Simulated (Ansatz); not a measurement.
AlAs, space group F-43m: an all-electron equation of state, run with Ansatz 0.2.0, Python API.

`eos_lapw_alas.py`:
```python
"""All-electron equation of state of AlAs."""

import ansatz as az
from ase.eos import EquationOfState
from ase.units import GPa
import numpy as np

FUNCTIONAL = "LDA"
OCCUPATIONS = "fixed"
KGRID = (6, 6, 6)

vectors0 = np.array([
    [0.0, 2.8304, 2.8304],
    [2.8304, 0.0, 2.8304],
    [2.8304, 2.8304, 0.0],
])
sites = [
    ("Al", [0.0, 0.0, 0.0]),
    ("As", [0.25, 0.25, 0.25]),
]


def on_lattice(cell):
    crystal = az.Crystal(lattice=az.Lattice.of(cell))
    for symbol, position in sites:
        crystal = crystal.atom(symbol, position)
    return crystal

volumes, energies = [], []
for scale in np.linspace(0.94, 1.06, 5):
    cell = vectors0 * scale ** (1 / 3)
    base = (
        on_lattice(cell).calculation()
        .functional(FUNCTIONAL)
        .occupations(OCCUPATIONS)
        .kpoints(*KGRID)
        .pseudopotentials("all_electron", lapw=True)
    )
    data = base.run(threads=1).report
    volumes.append(abs(np.linalg.det(cell)) / len(sites))
    energies.append(data["free_energy_ev"] / len(sites))
    print(f"{scale:.3f} {volumes[-1]:9.4f} A^3/atom {energies[-1]:16.5f} eV/atom  (estimated basis error {1000 * data['lapw_basis_errors']['total_ev_per_atom']:.2f} meV/atom)")
v0, e0, bulk = EquationOfState(volumes, energies, eos="birchmurnaghan").fit()
print(f"V0 = {v0:.4f} A^3/atom, B0 = {bulk / GPa:.1f} GPa")
```

Its results, one of them left out:

| V (Å³/atom) | F less the lowest row shown (meV/atom) |
| --- | --- |
| 21.314 | 10.07 |
| 21.995 | 0.00 |
| 22.675 | 0.46 |
| 23.355 | 9.89 |
| 24.035 | ? |

What is the missing energy at 24.035 Å³ an atom?

A third-order Birch-Murnaghan fit, E = E0 + (9 V0 B0 / 16) [(t - 1)³ B' + (t - 1)² (6 - 4t)] with t = (V0/V)^(2/3), through the 4 rows shown gives V0 = 22.298 Å³, B0 = 75.5 GPa, B' = 4.23 and E0 = -1.00 meV. At V = 24.035 Å³, t = 0.95122, and the fit extrapolates to 26.97 meV. The run gave 26.95 meV, a miss of 0.02 meV.

The starting cell is as deposited in a crystallographic database; the results hold for this polymorph, which needn't be the stable one. The whole script took 33 s on 1 thread of Arm Neoverse V2 (shared host), peak memory 0.33 GiB.
